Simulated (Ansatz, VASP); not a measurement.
MgSiN in VASP and in Ansatz

```
CELL_PARAMETERS angstrom
3.06698 0.00000 0.00000
0.00000 3.06698 0.00000
0.00000 0.00000 3.82476
ATOMIC_POSITIONS crystal
Mg 0.00000 0.00000 0.00000
Si 0.50000 0.50000 0.50000
N 0.50000 0.50000 0.00000
```

Change from the starting cell: species swapped into the HoCoC type (P4/mmm, No. 123).

Alike in both runs: functional PBE; k mesh 16 × 16 × 12; occupations gaussian, width 0.1 eV; no spin polarisation.

Ansatz relaxed the structure, and its values are those at the end. VASP's run is a single point on that final structure, the one shown.

```csv
,VASP,Ansatz
version,VASP 6.6.1,Ansatz 0.2.0
potentials or method,"VASP PAW PBE potentials, release 64 (Mg, Si, N)","scalar-relativistic, plane waves, PAW"
plane-wave cutoff (eV),520,420
valence electrons in the cell,11,19
```

```csv
,VASP,Ansatz,Ansatz less VASP
gap on the k mesh at the Fermi level (eV),none,none,-
pressure (GPa),-0.3,0.0,+0.29
```

A gap of «none» marks a metal or a gap that the smearing closes. With one functional, cell and mesh, what is left measures potentials, basis and numerics. The two sets of potentials don't hold the same shells in valence.
